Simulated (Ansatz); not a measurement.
Runs of Ansatz 0.2.0 on Mo. Symmetry: Im-3m, No. 229, cubic system. The conventional cell has a = 3.168 Å, b = 3.168 Å, c = 3.168 Å, α = 90.00°, β = 90.00°, γ = 90.00°. Mo (site symmetry m-3m) has 8 Mo at 2.74 Å as nearest neighbours. 

```csv
task,level,potentials or basis,spin,cell,k mesh,cutoff (eV),smearing,gap on the mesh (eV),pressure (GPa)
band structure,LDA,"all-electron LAPW, relativistic spinors","SOC, no magnetisation",as given,9 × 9 × 9,250,fermi-dirac 0.05 eV,-,-14.2
relaxation of cell and atoms,PBEsol+D3(BJ),"all-electron LAPW, scalar-relativistic",off,relaxed,12 × 12 × 12,-,fermi-dirac 0.05 eV,-,0.0
single point,PBE,"all-electron LAPW, scalar-relativistic",off,as given,12 × 12 × 12,249,gaussian 0.022 eV,none,-1.9
single point,PBE,"all-electron LAPW, scalar-relativistic",off,as given,12 × 12 × 12,249,gaussian 0.013 eV,none,-1.9
band structure,revPBE,"all-electron LAPW, scalar-relativistic",off,as given,12 × 12 × 12,249,fermi-dirac 0.05 eV,-,(a)
single point,PBE,"all-electron LAPW, scalar-relativistic",off,as given,12 × 12 × 12,249,gaussian 0.015 eV,none,-1.9
```

Alike in all rows: basis error allowed 0.001 eV/atom.

Estimate the missing entries.

(a) 0.6.

Caveats: the k mesh is thin for a metal, which can move the energy by tens of meV per atom (some runs).

A k mesh can miss the band edges, and rows without SOC leave out spin-orbit coupling on Mo.

A gap of «none» marks a metal or a gap under the smearing width.
